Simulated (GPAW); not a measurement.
GaN:

```
Ga N
1.0
     3.18000    0.00000    0.00000
    -1.59000    2.75396    0.00000
     0.00000    0.00000    5.16600
Ga N
2 2
Direct
  0.66667 0.33333 0.50000
  0.33333 0.66667 0.00000
  0.66667 0.33333 0.87500
  0.33333 0.66667 0.37500
```

Base run:

| Item | Value |
| --- | --- |
| Program | GPAW 26.7.0 |
| Functional | PBE |
| Potentials or basis | GPAW PAW data sets (gpaw-data 1.2.1) |
| Cutoff | 600 eV |
| Basis | pw |
| k mesh | 8 × 8 × 4 |
| Occupations | fermi-dirac, width 0.01 eV |
| Spin | no spin polarisation |

Its results: band gap on the k mesh 2.05 eV, direct; pressure 9.7 GPa; largest force 0.181 eV/Å.

**Question.** The run is repeated on the same cell with these changes: functional from PBE to LDA; potentials or basis from GPAW PAW data sets (gpaw-data 1.2.1) to the program's PAW data sets (release 1.2.1) made for this functional. What comes out?

**Answer.** Band gap on the k mesh 2.08 eV, direct; pressure -2.7 GPa; largest force 0.169 eV/Å.

Caveats: the cutoff is short for stress and forces, so pressures can be off by a GPa or more.

